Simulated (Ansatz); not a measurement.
## Ag and its substituted relatives

These are results of DFT PBEsol, scalar-relativistic, plane waves, PAW (Ansatz 0.2.0), not measurements. Settings: 420 eV cutoff, 18×18×10 k-mesh, Gaussian smearing of 0.10 eV, no spin polarisation.

Reference structure (relaxed):

```
Ag
1.0
     2.86699    0.00000    0.00000
    -1.43350    2.48289    0.00000
     0.00000    0.00000    4.69083
Ag
2
Cartesian
  0.0000 1.6553 1.1727
  1.4335 0.8276 3.5181
```

Each substitution replaces an element on all its sites; cell and atoms are then relaxed within the symmetry of the start. The crystals needn't be the stable forms of their compositions. Lengths are those of the primitive cell. Mesh and smearing follow each crystal's size and gap, and all runs are without spin polarisation.

Problem. Give the relaxed structure after Ag→K.

Solution.
```
K
1.0
     4.66000    0.00000    0.00000
    -2.33000    4.03568    0.00000
     0.00000    0.00000    7.58678
K
2
Direct
  0.33333 0.66667 0.25000
  0.66667 0.33333 0.75000
```
It takes space group P6_3/mmc (No. 194, hexagonal). Conventional cell: a = 4.660 Å, b = 4.660 Å, c = 7.587 Å, α = 90.00°, β = 90.00°, γ = 120.00°.

Problem. Give the relaxed structure after Ag→Cd.

Solution.
```
Cd
1.0
     2.94493    0.00000    0.00000
    -1.47247    2.55038    0.00000
     0.00000    0.00000    5.60625
Cd
2
Direct
  0.33333 0.66667 0.25000
  0.66667 0.33333 0.75000
```
It takes space group P6_3/mmc (No. 194, hexagonal). Conventional cell: a = 2.945 Å, b = 2.945 Å, c = 5.606 Å, α = 90.00°, β = 90.00°, γ = 120.00°. Cd (site symmetry -6m2) is surrounded by 12 Cd at 2.94 to 3.28 Å.